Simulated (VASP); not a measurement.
**Ru: elastic constants with PBE**

Crystal: Ru.

```xyz
2
Lattice="2.7078 0.0000 0.0000 -1.3539 2.3450 0.0000 0.0000 0.0000 4.2681" Properties=species:S:1:pos:R:3 pbc="T T T"
Ru    0.0000    1.5634    1.0670
Ru    1.3539    0.7817    3.2011
```

```json
{"Program": "VASP 6.6.1", "Task": "elastic constants", "Functional": "PBE", "Potentials or basis": "VASP PAW PBE potentials, release 64 (Ru_pv)", "Cutoff": "600 eV", "k mesh": "18 × 18 × 10", "Occupations": "gaussian, width 0.1 eV", "Spin": "no spin polarisation", "Ions in elastic constants": "relaxed", "Further INCAR settings": "ALGO = Fast; EDIFF = 1e-08; IBRION = 6; POTIM = 0.015; NSW = 1; ISIF = 3"}
```

| Quantity | Value |
| --- | --- |
| Relaxed volume | 13.76 Å³/atom |
| Relaxed cell | a = 2.719 Å, b = 2.719 Å, c = 4.296 Å, α = 90.00°, β = 90.00°, γ = 120.00° |
| Space group after relaxing (to 0.05 Å) | P6_3/mmc (No. 194) |
| Voigt bulk modulus | 314 GPa |
| Highest phonon frequency at Γ | 258 cm⁻¹ |

Step by step:
| step | energy change (eV) | largest force (eV/Å) | pressure (GPa) | volume (Å³) |
| --- | --- | --- | --- | --- |
| 1 | 0.0000 | 0.0000 | 4.98 | 27.10 |
| 2 | 0.0465 | 0.0000 | -12.68 | 28.79 |
| 3 | -0.0065 | 0.0000 | 0.15 | 27.53 |
| 4 | -0.0065 | 0.0000 | -0.29 | 27.54 |
| 5 | -0.0064 | 0.0000 | 0.66 | 27.46 |
| 6 | -0.0065 | 0.0000 | 0.05 | 27.51 |
| 7 | -0.0065 | 0.0000 | -0.02 | 27.52 |
| 8 | -0.0065 | 0.0000 | 0.01 | 27.52 |

Final structure:
```yaml
crystal:
  lattice:
    - [2.71947, 0.00000, 0.00000]
    - [-1.35974, 2.35513, 0.00000]
    - [0.00000, 0.00000, 4.29620]
  atoms:
    - { symbol: Ru, position: [0.33333, 0.66667, 0.25000] }
    - { symbol: Ru, position: [0.66667, 0.33333, 0.75000] }
```

Phonon frequencies in cm⁻¹ (negative: imaginary):
| q point | frequencies |
| --- | --- |
| (0.000, 0.000, 0.000) | 0 0 0 194 194 258 |

Elastic tensor in Voigt notation (GPa, in the Cartesian axes of the cell as first typed):
```
564 181 178   0   0   0
181 564 178   0   0   0
178 178 627   0   0   0
  0   0   0 191   0   0
  0   0   0   0 191   0
  0   0   0   0   0 192
```

Clamped-ion elastic tensor (GPa):
```
571 174 178   0   0   0
174 571 178   0   0   0
178 178 627   0   0   0
  0   0   0 191   0   0
  0   0   0   0 191   0
  0   0   0   0   0 198
```

Wall time 99 min on 1 thread of Intel(R) Xeon(R) Platinum 8375C CPU @ 2.90GHz (Ice Lake), on a shared host, peak memory 0.96 GiB.
